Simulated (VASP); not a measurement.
# Sb (P-1) in VASP: reference runs

Aim: a first look at Sb with PBE, on the cell as given.

Everything below comes from runs of VASP 6.6.1. Logs are shortened: lines on timing, memory, paths and dates and some standing lists are left out, and cuts for length are marked.

## (1) The cell of the first run

The typed cell holds 2 atoms: a = 3.039 Å, b = 3.655 Å, c = 4.799 Å, α = 97.50°, β = 94.72°, γ = 94.38°.

This isn't the form of Sb at room conditions, which is rhombohedral.

## (2) Single point, PBE (cell sheared at random, sigma 0.06, atoms nudged by 0.01 Å)

INCAR reads:

```
SYSTEM = Sb
ALGO = Normal
EDIFF = 1E-7
ENCUT = 520
GGA = PE
ISIF = 2
ISMEAR = -1
LASPH = .TRUE.
LCHARG = .FALSE.
LREAL = .FALSE.
LWAVE = .FALSE.
NBANDS = 12
NELM = 60
PREC = Accurate
SIGMA = 0.05
```

KPOINTS reads:

```
k-points
0
G
  9 7 6
  0 0 0
```

POSCAR reads:

```
Sb
1.0
   -0.1371763300     -2.2379499300     -2.0514790300
   -0.2329964300      2.6705089600     -2.4840380600
    4.7834791500     -0.0958201000      0.3701727700
Sb
2
Direct
    0.5027706000      0.5031715800      0.5014545600
    0.9972294000      0.9968284200      0.9985454400
```

Potentials or basis: VASP PAW PBE potentials, release 64 (Sb).

On the command line:

```sh
$ cat potpaw_PBE.64/Sb/POTCAR > POTCAR
$ mpirun -np 1 vasp_std > vasp.out
```

OUTCAR:

```text
SYSTEM = Sb
   EDIFF = 1E-7
   ENCUT = 520
   GGA = PE
   ISIF = 2
   ISMEAR = -1
   LASPH = .TRUE.
   LREAL = .FALSE.
   NELM = 60
   PREC = Accurate

 ion  position               nearest neighbor table
   1  0.503  0.503  0.501-   2 3.01   2 3.07   2 3.35   2 3.37   2 3.52   2 3.52   2 3.56   2 3.58

   2  0.997  0.997  0.999-   1 3.01   1 3.07   1 3.35   1 3.37   1 3.52   1 3.52   1 3.56   1 3.58

  LATTYP: Found a triclinic cell.
 ALAT       =     5.8877812461
 B/A-ratio  =     0.8150332625
 C/A-ratio  =     1.2445440950
 COS(alpha) =     0.0031947323
 COS(beta)  =     0.4504171956
 COS(gamma) =     0.8575456406

  Lattice vectors:

 A1 = (   4.9206554800,   2.1421298300,   2.4216518000)
 A2 = (   4.7834791500,  -0.0958201000,   0.3701727700)
 A3 = (   0.0413562300,   7.1464088200,   1.6189200000)

Analysis of symmetry for initial positions (statically):
=====================================================================
 Subroutine PRICEL returns:
 Original cell was already a primitive cell.

 Routine SETGRP: Setting up the symmetry group for a
 triclinic supercell.

 Subroutine GETGRP returns: Found  2 space group operations
 (whereof  1 operations were pure point group operations)
 out of a pool of  2 trial point group operations.

The static configuration has the point symmetry C_1 .
 The point group associated with its full space group is S_2 .

Analysis of symmetry for dynamics (positions and initial velocities):
=====================================================================
 Subroutine PRICEL returns:
 Original cell was already a primitive cell.

 Routine SETGRP: Setting up the symmetry group for a
 triclinic supercell.

 Subroutine GETGRP returns: Found  2 space group operations
 (whereof  1 operations were pure point group operations)
 out of a pool of  2 trial point group operations.

The dynamic configuration has the point symmetry C_1 .
 The point group associated with its full space group is S_2 .

 Subroutine INISYM returns: Found  2 space group operations
 (whereof  1 operations are pure point group operations),
 and found     1 'primitive' translations

----------------------------------------------------------------------------------------

                                     Primitive cell

  volume of cell :      52.4566

  direct lattice vectors                    reciprocal lattice vectors
    -0.137176330 -2.237949930 -2.051479030     0.014307624 -0.224873542 -0.243096289
    -0.232996430  2.670508960 -2.484038060     0.019539993  0.186104957 -0.204327704
     4.783479150 -0.095820100  0.370172770     0.210414927  0.002616184 -0.016923808

  length of vectors
     3.039046470  3.654634116  4.798737558     0.331464363  0.277068001  0.211110637

  position of ions in fractional coordinates (direct lattice)
     0.502770600  0.503171580  0.501454560
     0.997229400  0.996828420  0.998545440

  ion indices of the primitive-cell ions
   primitive index   ion index
                 1           1
                 2           2

----------------------------------------------------------------------------------------

 KPOINTS: k-points

Automatic generation of k-mesh.
 Grid dimensions read from file:
 generate k-points for:    9    7    6

 Generating k-lattice:

  Cartesian coordinates                     Fractional coordinates (reciprocal lattice)
     0.001589736 -0.024985949 -0.027010699     0.111111111  0.000000000  0.000000000
     0.002791428  0.026586422 -0.029189672     0.000000000  0.142857143  0.000000000
     0.035069154  0.000436031 -0.002820635     0.000000000  0.000000000  0.166666667

  Length of vectors
     0.036829374  0.039581143  0.035185106

  Shift w.r.t. Gamma in fractional coordinates (k-lattice)
     0.000000000  0.000000000  0.000000000

 Subroutine IBZKPT returns following result:
 ===========================================

 Found    190 irreducible k-points:

 Following reciprocal coordinates:
            Coordinates               Weight
  0.000000  0.000000  0.000000      1.000000
  0.111111  0.000000 -0.000000      2.000000
  0.222222  0.000000 -0.000000      2.000000
  0.333333  0.000000 -0.000000      2.000000
  0.444444  0.000000 -0.000000      2.000000
 -0.000000  0.142857 -0.000000      2.000000
[... 16 lines left out ...]
 -0.111111  0.285714  0.000000      2.000000
  0.000000  0.428571 -0.000000      2.000000
 [... further k-points ...]
   k-points           NKPTS =    190   k-points in BZ     NKDIM =    190   number of bands    NBANDS=     12
   number of dos      NEDOS =    301   number of ions     NIONS =      2
   total plane-waves  NPLWV =  24192
   dimension x,y,z NGX =    24 NGY =   28 NGZ =   36
   dimension x,y,z NGXF=    48 NGYF=   56 NGZF=   72
   ions per type =               2
   NGX,Y,Z   is equivalent  to a cutoff of  13.13, 12.74, 12.47 a.u.
   NGXF,Y,Z  is equivalent  to a cutoff of  26.26, 25.47, 24.94 a.u.
 SYSTEM =  Sb
   PREC   = accura    normal or accurate (medium, high low for compatibility)
   ISTART =      0    job   : 0-new  1-cont  2-samecut
   ICHARG =      2    charge: 1-file 2-atom 10-const
   ISPIN  =      1    spin polarized calculation?
   LNONCOLLINEAR =      F non collinear calculations
   LSORBIT =      F    spin-orbit coupling
   LASPH  =      T    aspherical Exc in radial PAW
   ENCUT  =  520.0 eV  38.22 Ry    6.18 a.u.   5.65  6.80  8.92*2*pi/ulx,y,z
   NELM   =     60;   NELMIN=  2; NELMDL= -5     # of ELM steps
   EDIFF  = 0.1E-06   stopping-criterion for ELM
   LREAL  =      F    real-space projection
   EDIFFG = 0.1E-05   stopping-criterion for IOM
   NSW    =      0    number of steps for IOM
   IBRION =     -1    ionic relax: 0-MD 1-quasi-New 2-CG
   NFREE  =      0    steps in history (QN), initial steepest desc. (CG)
   ISIF   =      2    stress and relaxation
   ISYM   =      2    0-nonsym 1-usesym 2-fastsym
   POTIM  = 0.5000    time-step for ionic-motion
   TEBEG  =    0.0;   TEEND  =   0.0 temperature during run
   PSTRESS=    0.0 pullay stress
   NELECT =      10.0000    total number of electrons
   NUPDOWN=      -1.0000    fix difference up-down
   EMIN   =  10.00;   EMAX   =-10.00  energy-range for DOS
   EFERMI =   0.00;   METHOD = LEGACY
   ISMEAR =    -1;   SIGMA  =   0.05  broadening in eV -4-tet -1-fermi 0-gaus
   EFERMI_NEDOS =   21; number of points for ismear=-14 and -15
   IALGO  =     38    algorithm
   IMIX   =      4    mixing-type and parameters
     AMIX     =   0.40;   BMIX     =  1.00
     AMIX_MAG =   1.60;   BMIX_MAG =  1.00
  volume/ion in A,a.u.               =      26.23       177.00
  Fermi-wavevector in a.u.,A,eV,Ry     =   0.942197  1.780493 12.078360  0.887734
  Thomas-Fermi vector in A             =   2.069782
   LORBIT       =      0    0 simple, 1 ext, 2 COOP (PROOUT), +10 PAW based schemes
   GGA     = PE    functional components
   LHFCALC =     F    Hartree Fock is set to
   AEXX    =    0.0000 exact exchange contribution
   IVDW    =     0    specifies the selected vdW correction
   LEPSILON=     F    determine dielectric tensor
   LRPA    =     F    only Hartree local field effects (RPA)
 non-spin polarized calculation
  energy-cutoff  :      520.00
  volume of cell :       52.46
 maximum number of plane-waves:      1429
   NGX = 11   NGY = 13   NGZ = 17

 number of electron      10.0000001 magnetization

 Free energy of the ion-electron system (eV)
  ---------------------------------------------------
  ext. energy  EPLUGINS =         0.00000000
  ---------------------------------------------------
  free energy    TOTEN  =        -7.46318921 eV

  energy without entropy =       -7.45237295  energy(sigma->0) =       -7.45778108

 E-fermi :   8.7902     XC(G=0): -10.3094

 val. band max:        8.7871690377   @ k =   0.0000   0.1429   0.3333
 cond. band min:       8.8008049352   @ k =  -0.3333  -0.1429   0.3333
 fundamental gap:      0.0136358975
 Fermi energy:         8.7901796119

 k-point     1 :       0.0000    0.0000    0.0000
  band No.  band energies     occupation
      1      -4.4375      2.00000
      2       1.0120      2.00000
      3       3.5150      2.00000
      4       7.6536      2.00000
      5      11.1103      0.00000
      6      11.8911      0.00000
      7      11.9528      0.00000
      8      14.9030      0.00000
      9      15.4612      0.00000
     10      15.7354      0.00000
     11      16.1407      0.00000
     12      18.9828      0.00000

 k-point     2 :       0.1111    0.0000   -0.0000
  band No.  band energies     occupation
      1      -4.2265      2.00000
      2       1.1476      2.00000
      3       3.7697      2.00000
      4       7.8444      2.00000
      5       9.9053      0.00000
      6      11.2591      0.00000
      7      12.0838      0.00000
      8      13.7696      0.00000
      9      15.2807      0.00000
     10      15.7858      0.00000
     11      18.0423      0.00000
     12      18.8464      0.00000

 k-point     3 :       0.2222    0.0000   -0.0000
  band No.  band energies     occupation
      1      -3.5937      2.00000
      2       1.5064      2.00000
      3       4.5196      2.00000
      4       7.0208      2.00000
      5       8.4770      1.99620
      6      11.0595      0.00000
      7      11.7813      0.00000
      8      12.6635      0.00000
      9      14.0944      0.00000
     10      16.2085      0.00000
     11      17.4627      0.00000
     12      18.7939      0.00000
[... 286 lines left out ...]
 k-point    23 :      -0.1111    0.2857    0.0000
  band No.  band energies     occupation
      1      -3.4321      2.00000
      2       0.3887      2.00000
      3       4.8449      2.00000
      4       5.7250      2.00000
      5       8.0593      2.00000
      6      11.2698      0.00000
      7      11.4812      0.00000
      8      13.1085      0.00000
      9      16.9872      0.00000
     10      17.7399      0.00000
     11      18.0291      0.00000
     12      20.0771      0.00000

 k-point    24 :       0.0000    0.4286   -0.0000
  band No.  band energies     occupation
      1      -2.5224      2.00000
      2      -1.2099      2.00000
      3       5.3802      2.00000
      4       6.3470      2.00000
      5       6.5686      2.00000
      6       8.5825      1.96910
      7      13.5245      0.00000
      8      14.5071      0.00000
      9      17.5618      0.00000
     10      18.7879      0.00000
     11      20.7062      0.00000
     12      20.8901      0.00000

 [... further k-points ...]
[... 5 lines left out ...]
  --------------------------------------------------------------------------------------
  -------------------------------------------------------------------------------------
  Total        1.5219505      2.0230012      2.2803234      1.2176917      0.9555198     -0.9243398
  in kB       46.4848253     61.7883791     69.6477535     37.1918709     29.1843740    -28.2320453
  external PRESSURE =      59.3069860 kB  Pullay stress =       0.0000000 kB

 VOLUME and BASIS-vectors are now :
 -----------------------------------------------------------------------------
  energy-cutoff  :      520.00
  volume of cell :       52.46
      direct lattice vectors                 reciprocal lattice vectors
    -0.137176330 -2.237949930 -2.051479030     0.014307624 -0.224873542 -0.243096289
    -0.232996430  2.670508960 -2.484038060     0.019539993  0.186104957 -0.204327704
     4.783479150 -0.095820100  0.370172770     0.210414927  0.002616184 -0.016923808

 POSITION                                       TOTAL-FORCE (eV/Angst)
 -----------------------------------------------------------------------------------
      2.21249      0.17050     -2.09570        -0.050536     -0.023428      0.008790
      4.40747      0.33461     -4.15232         0.050536      0.023428     -0.008790
 -----------------------------------------------------------------------------------
    total drift:                               -0.000000     -0.000000     -0.000000

  FREE ENERGIE OF THE ION-ELECTRON SYSTEM (eV)
  ---------------------------------------------------
  free  energy   TOTEN  =        -7.4631892066 eV

  energy  without entropy=       -7.4523729547  energy(sigma->0) =       -7.45778108
```

Wall time 29 s (1 thread of Intel Xeon Platinum 8559C (Emerald Rapids), shared host); peak memory 0.23 GiB.

Results:

```yaml
Free_energy: -7.4632 eV
Pressure: 5.9 GPa
Largest_force: 0.056 eV/Å
Band_gap_on_the_k_mesh: none (metal or under the smearing width)
```

Forces on the atoms (eV/Å):
```
Sb  -0.051 -0.023  0.009
Sb   0.051  0.023 -0.009
```

Spin-orbit coupling is left out, which matters for the levels of Sb.
